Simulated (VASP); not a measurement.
**KCl: single point with PBE**

Crystal: KCl.

```
CELL_PARAMETERS angstrom
0.00000 3.53372 3.53372
3.53372 0.00000 3.53372
3.53372 3.53372 0.00000
ATOMIC_POSITIONS crystal
K 0.00000 0.00000 0.00000
Cl 0.25000 0.25000 0.25000
```

The cell was built by a generator and needn't be a form met in nature.

```json
{"Program": "VASP 6.6.1", "Task": "single point", "Functional": "PBE", "Potentials or basis": "VASP PAW PBE potentials, release 64 (K_sv, Cl)", "Cutoff": "520 eV", "k mesh": "6 × 6 × 6", "Occupations": "fermi-dirac, width 0.02 eV", "Spin": "no spin polarisation", "Dipole correction": "no", "Further INCAR settings": "ALGO = Normal; EDIFF = 1e-06; NBANDS = 15"}
```

```json
{
 "Pressure": "0.0 GPa",
 "Band gap on the k mesh": "4.73 eV, indirect (least direct gap 4.76 eV)"
}
```

Levels at points of the mesh, in eV from the valence-band top:
| k point | band 5 | band 6 | band 7 | band 8 | band 9 | band 10 | band 11 | band 12 |
| --- | --- | --- | --- | --- | --- | --- | --- | --- |
| (0.00, 0.00, 0.00) | -10.80 | -0.03 | -0.03 | -0.03 | 4.73 | 9.32 | 9.32 | 10.28 |
| (0.50, 0.00, 0.00) | -10.60 | -0.33 | -0.01 | -0.01 | 7.22 | 7.33 | 8.90 | 8.90 |
| (0.50, 0.50, 0.00) | -10.53 | -0.39 | 0.00 | 0.00 | 6.66 | 7.65 | 9.71 | 10.21 |

Wall time 28 s on 1 thread of Intel(R) Xeon(R) Platinum 8488C (Sapphire Rapids) (shared host), peak memory 0.24 GiB.

A k mesh can miss the band edges. Expect the measured gap to be larger: semilocal functionals such as PBE lack the derivative discontinuity.
